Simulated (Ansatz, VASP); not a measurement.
## SrO in VASP and in Ansatz

```
CELL_PARAMETERS angstrom
0.00000 2.56145 2.56145
2.56145 0.00000 2.56145
2.56145 2.56145 0.00000
ATOMIC_POSITIONS crystal
Sr 0.50000 0.50000 0.50000
O 0.00000 0.00000 0.00000
```

Alike in both runs: task relaxation of cell and atoms; functional PBEsol; k mesh 8 × 8 × 8; no spin polarisation.

|  | VASP | Ansatz |
| --- | --- | --- |
| version | VASP 6.6.1 | Ansatz 0.2.0 |
| potentials or method | VASP PAW PBE potentials, release 64 (Sr_sv, O) | scalar-relativistic, plane waves, PAW |
| plane-wave cutoff (eV) | 600 | 420 |
| occupations | gaussian, width 0.01 eV | fixed |
| valence electrons in the cell | 16 | 16 |

```csv
,VASP,Ansatz,Ansatz less VASP
"gap on the k mesh at the Fermi level, each at its own relaxed structure (eV)",3.15,3.20,+0.043
relaxed volume (Å³/atom),16.90,16.80,-0.100
relaxed cell length with the largest relative difference (Å),3.629,3.622,-0.0072
```

Caveats: the PAW data sets were made with another functional, which shifts forces and pressure a little (VASP). A k mesh can miss the band edges. Zero-point motion and thermal expansion aren't in these numbers.
